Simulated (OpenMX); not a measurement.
## GaAs under changes of volume

One of the cells (22.590 Å³/atom); the others are scaled copies at fixed shape and fractional positions:

```
As Ga
1.0
     0.00000    2.82685    2.82685
     2.82685    0.00000    2.82685
     2.82685    2.82685    0.00000
As Ga
1 1
Cartesian
  4.2403 4.2403 4.2403
  0.0000 0.0000 0.0000
```

```yaml
Program: OpenMX 3.8.5
Functional: PBE
Potentials_or_basis: OpenMX 2013 PBE set, As7.0-s3p2d1, Ga7.0-s2p2d1, fixed grid of 45 × 45 × 45 points
k_mesh: 9 × 9 × 9
Occupations: fermi-dirac, width 0.05 eV
Spin: no spin polarisation
```

```tsv
volume (Å³/atom)	energy over the lowest point (meV/atom)	gap on the mesh (eV)
21.234	122.34	1.19
21.686	89.66	1.00
22.138	62.43	0.81
22.590	?	?
23.041	23.18	0.46
23.493	9.63	0.29
23.945	0.00	0.13
```

**Question.** What does the run at 22.590 Å³/atom give?

**Answer.** Energy over the lowest point 40.53 meV/atom; gap on the mesh 0.63 eV.

Worked out: A Birch-Murnaghan fit of order 3 (a polynomial in V^(-2/3)) to the other rows has no minimum within the range. It gives 40.51 meV/atom at 22.590 Å³/atom, against the run's 40.53. A straight line through the other rows of the gap, of slope -8.83 eV per unit of ln V (its deformation potential), gives 0.64 eV, against the run's 0.63.

Energies are extrapolated to zero smearing.

Caveats: the basis has few d functions beyond the semicore shells, which can make volumes several per cent too large; the basis of atomic orbitals isn't converged, which shifts pressures, moduli and gaps.

Spin-orbit coupling on As, Ga is left out.
